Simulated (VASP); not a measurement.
Crystal: Os.

```
Os
1.0
     2.73410    0.00000    0.00000
    -1.36705    2.36780    0.00000
     0.00000    0.00000    4.31970
Os
2
Direct
  0.66667 0.33333 0.75000
  0.33333 0.66667 0.25000
```

| Quantity | Value |
| --- | --- |
| Program | VASP 6.6.1 |
| Task | relaxation of cell and atoms |
| Functional | RPBE |
| Dispersion | D3(BJ) |
| Potentials or basis | VASP PAW PBE potentials, release 64 (Os) |
| Cutoff | 600 eV |
| k mesh | 11 × 11 × 6 |
| Occupations | fermi-dirac, width 0.05 eV |
| Spin | no spin polarisation |

At the start: pressure -33.0 GPa; volume 13.98 Å³/atom.

Problem. Where does the relaxation end?

Solution. Over 10 steps the energy falls by 108.5 meV/atom and the volume is 13.00 Å³/atom (-7.0 %); space group P6_3/mmc (No. 194, to 0.05 Å).

The path:
| step | energy change (eV) | largest force (eV/Å) | pressure (GPa) | volume (Å³) |
| --- | --- | --- | --- | --- |
| 1 | 0.0000 | 0.0000 | -32.96 | 27.96 |
| 2 | 8.2583 | 0.0000 | 467.80 | 17.86 |
| 3 | -0.2089 | 0.0000 | -6.79 | 26.35 |
| 4 | -0.2151 | 0.0000 | -2.83 | 26.15 |
| 5 | -0.2163 | 0.0000 | 0.06 | 26.00 |
| 6 | -0.2162 | 0.0000 | -0.73 | 26.04 |
| 7 | -0.2155 | 0.0000 | -0.65 | 26.03 |
| 8 | -0.2169 | 0.0000 | -0.71 | 26.04 |
| 9 | -0.2159 | 0.0000 | 2.63 | 25.88 |
| 10 | -0.2169 | 0.0000 | 0.03 | 26.00 |

Final structure:
```yaml
crystal:
  lattice:
    - [2.66430, 0.00000, 0.00000]
    - [-1.33215, 2.30735, 0.00000]
    - [0.00000, 0.00000, 4.22970]
  atoms:
    - { symbol: Os, position: [0.66667, 0.33333, 0.75000] }
    - { symbol: Os, position: [0.33333, 0.66667, 0.25000] }
```

Caveat: the PAW data sets were made with another functional, which shifts forces and pressure a little; pairwise dispersion overbinds metals, which lowers pressure and volume.
